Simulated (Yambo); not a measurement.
Be2C in Yambo: convergence with bands in self energy

Be2C:

```
C Be
1.0
     0.00000    2.16500    2.16500
     2.16500    0.00000    2.16500
     2.16500    2.16500    0.00000
C Be
1 2
Cartesian
  0.0000 0.0000 0.0000
  3.2475 3.2475 3.2475
  1.0825 1.0825 1.0825
```

```yaml
Program: Yambo 5.3.0
Task: G0W0 quasiparticle levels
Functional: PBEsol
Potentials_or_basis: PseudoDojo 0.4.1 SR PBEsol standard
Cutoff: 1197 eV
Density_cutoff: 4789 eV
k_mesh: 6 × 6 × 6
Occupations: fixed
Spin: no spin polarisation
k_mesh_of_the_self-consistent_run: 12 × 12 × 12
Random_integration_of_the_Coulomb_term: yes
Direction_of_the_field_or_of_q_to_0: x + y + z
Broadening: 0.1 eV
States_corrected: Γ and the k points of the band edges
Frequency_dependence_of_W: plasmon pole
Terminator_of_the_band_sum_in_the_self-energy: none
Quasiparticle_equation: linearised (Newton)
Imaginary_frequency_of_the_plasmon-pole_fit: 27.2114 eV
Bands_in_the_response: 156
Bands_in_the_self-energy: 26
Cutoff_of_the_response_matrix: 12 Ry
Cutoff_of_exchange_and_Vxc: 88 Ry
Bands_corrected_first_last: "[4, 8]"
```

These are the settings of the first run; the series varies bands in self energy, with any setting tied to it.

**Question.** The values tried are 26, 46, 86, 156, loosest first. From which on does the quasiparticle gap at the points computed stay within 0.05 eV of the tightest run that finished?

**Answer.** From 86 on.

| bands in self energy | quasiparticle gap at the points computed (eV) |
| --- | --- |
| 26 | 1.603 |
| 46 | 1.722 |
| 86 | 1.799 |
| 156 | 1.833 |

The tightest run that finished is the yardstick and may itself not be fully converged.

Caveat, for the tightest run too: this version prints the column dSc/dw multiplied by 27.2.
